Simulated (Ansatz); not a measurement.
**Quadrupolar parameters in HfSiO4 with one atom moved**

The cell is a structure deposited in the COD, relaxed with PBE at fixed cell and then changed (atom 10 (O) moved by 0.10 Å).

```
Hf Si O
1.0
    -3.28625    3.28625    2.98160
     3.28625   -3.28625    2.98160
     3.28625    3.28625   -2.98160
Hf Si O
2 2 8
Direct
  0.75000 0.25000 0.50000
  0.00000 0.00000 0.00000
  0.25000 0.75000 0.50000
  0.50000 0.50000 0.00000
  0.13400 0.31928 0.81472
  0.06928 0.75456 0.68528
  0.50456 0.31928 0.18528
  0.06928 0.38400 0.31472
  0.61600 0.93072 0.68528
  0.69749 0.88277 0.18528
  0.24544 0.93072 0.31472
  0.68072 0.49544 0.81472
```

Atoms are numbered from 1 in the order listed; like atoms form one site, named after its first atom.

The numbers come from a DFT calculation in Ansatz (PBE, plane waves and PAW (field gradients read without the response of the frozen cores, which leaves them typically 4 to 6 % off), scalar-relativistic, 420 eV cutoff, Γ-centred 5×5×5 k-points, Fermi–Dirac smearing 0.02 eV).

V_zz is the principal component of the electric field gradient with the largest magnitude, η = (V_xx − V_yy)/V_zz and C_Q = eQV_zz/h.

Hf-177: I = 7/2, Q = 3365 mb; ¹⁷O: I = 5/2, Q = -25.58 mb. Q values from Pyykkö, Mol. Phys. 116, 1328 (2018).

**Question.** Which values are expected at the nuclei?

**Answer.** 

| site | atoms (order as listed) | first shell | V_zz (10²¹ V/m²) | η | C_Q (MHz) |
| --- | --- | --- | --- | --- | --- |
| Hf1 | 1 | 8 O at 2.09–2.26 Å | 15.03 | 0.25 | 1223 |
| Hf2 | 2 | 8 O at 2.11–2.26 Å | 12.25 | 0.38 | 997 |
| Si3 | 3 | 4 O at 1.63 Å | -1.98 | 0.05 | – |
| Si4 | 4 | 4 O at 1.63–1.69 Å | -2.32 | 0.62 | – |
| O5 | 5, 7 | 1 Si at 1.63 Å, 2 Hf at 2.11–2.26 Å | 5.21 | 0.76 | -3.22 |
| O6 | 6 | 1 Si at 1.63 Å, 2 Hf at 2.11–2.26 Å | 4.92 | 0.83 | -3.04 |
| O8 | 8 | 1 Si at 1.63 Å, 2 Hf at 2.11–2.26 Å | 4.79 | 0.87 | -2.96 |
| O9 | 9, 11 | 1 Si at 1.63 Å, 2 Hf at 2.11–2.26 Å | 4.90 | 0.83 | -3.03 |
| O10 | 10 | 1 Si at 1.69 Å, 2 Hf at 2.09–2.18 Å | 5.47 | 0.81 | -3.39 |
| O12 | 12 | 1 Si at 1.63 Å, 2 Hf at 2.11–2.26 Å | 5.04 | 0.79 | -3.12 |

Si has no stable isotope with a ground-state quadrupole moment in the table, so no C_Q is given.

At this cell the PBE pressure is 7 GPa, so with PBE the cell would grow if it were relaxed. Without spin–orbit coupling the gradients at and beside Hf can be off by some per cent, at some sites by more. With the atom moved the PBE pressure is 7 GPa. The atoms aren't relaxed after the move (largest force 2.2 eV/Å).
